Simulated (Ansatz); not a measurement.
AlN:

```
CELL_PARAMETERS angstrom
3.11300 0.00000 0.00000
-1.55650 2.69594 0.00000
0.00000 0.00000 4.98100
ATOMIC_POSITIONS crystal
Al 0.66667 0.33333 0.50000
Al 0.33333 0.66667 0.00000
N 0.66667 0.33333 0.88000
N 0.33333 0.66667 0.38000
```

* Program: Ansatz 0.2.0
* Task: relaxation of cell and atoms
* Functional: LDA
* Potentials or basis: Ansatz PAW
* Cutoff: 420 eV (not typed: the program's choice for these potentials)
* k mesh: 7 × 7 × 5
* Occupations: fermi-dirac, width 0.05 eV
* Spin: no spin polarisation

At the start: volume 10.45 Å³/atom.

Where does the relaxation end?

It ends after 8 steps and the volume is 10.21 Å³/atom (-2.3 %); space group P6_3mc (No. 186, to 0.05 Å).

Step by step:
```tsv
step	energy change (eV)	largest force (eV/Å)	volume (Å³)
1	0.0000	0.1169	41.80
2	-0.0130	0.0912	41.32
3	-0.0189	0.0310	40.85
4	-0.0189	0.0075	40.86
5	-0.0189	0.0003	40.87
6	-0.0154	0.0003	40.87
7	-0.0155	0.0001	40.84
8	-0.0155	0.0000	40.84
```

Final structure:
```
CELL_PARAMETERS angstrom
3.08873 0.00000 0.00000
-1.54436 2.67492 0.00000
0.00000 0.00000 4.94319
ATOMIC_POSITIONS crystal
Al 0.66667 0.33333 0.49901
Al 0.33333 0.66667 0.99901
N 0.66667 0.33333 0.88099
N 0.33333 0.66667 0.38099
```

Caveat: the plane-wave basis is chosen anew once the cell has moved, so the energies of steps on either side of that aren't comparable; the pressure holds a Pulay correction of +0.7 GPa for the finite cutoff; the PAW data sets come from PBE, with cores solved anew for the run's functional, which leaves a small shift of forces and pressure.
